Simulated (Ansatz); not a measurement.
Runs of Ansatz 0.2.0 on Ti. Symmetry: P6/mmm, No. 191, hexagonal system. The conventional cell has a = 4.567 Å, b = 4.567 Å, c = 2.826 Å, α = 90.00°, β = 90.00°, γ = 120.00°. Ti (site symmetry -6m2) has 11 Ti at 2.64 to 2.99 Å as nearest neighbours. Ti (site symmetry 6/mmm) is surrounded by 14 Ti at 2.83 to 2.99 Å. This isn't the form of Ti at room conditions, which is hcp.

```tsv
level	cutoff (eV)	gap on the mesh (eV)	pressure (GPa)	relaxed volume (Å³/atom)
RPBE	420	none	0.0	(b)
LDA	420	none	0.0	15.85
revPBE	420	none	0.0	17.51
BLYP	420	none	0.0	(a)
r2SCAN	500	none	0.0	17.01
```

Alike in all rows: task relaxation of cell and atoms; potentials or basis Ansatz PAW; no spin polarisation; cell relaxed; k mesh 7 × 7 × 9; smearing fermi-dirac 0.05 eV.

Q: Fill in the values left out.

A: (a) 17.54; (b) 17.65.

Caveats: the plane-wave basis is chosen anew once the cell has moved, so the energies of steps on either side of that aren't comparable; the PAW data sets come from PBE, with cores solved anew for the run's functional, which leaves a small shift of forces and pressure.

A gap of «none» marks a metal or a gap under the smearing width.
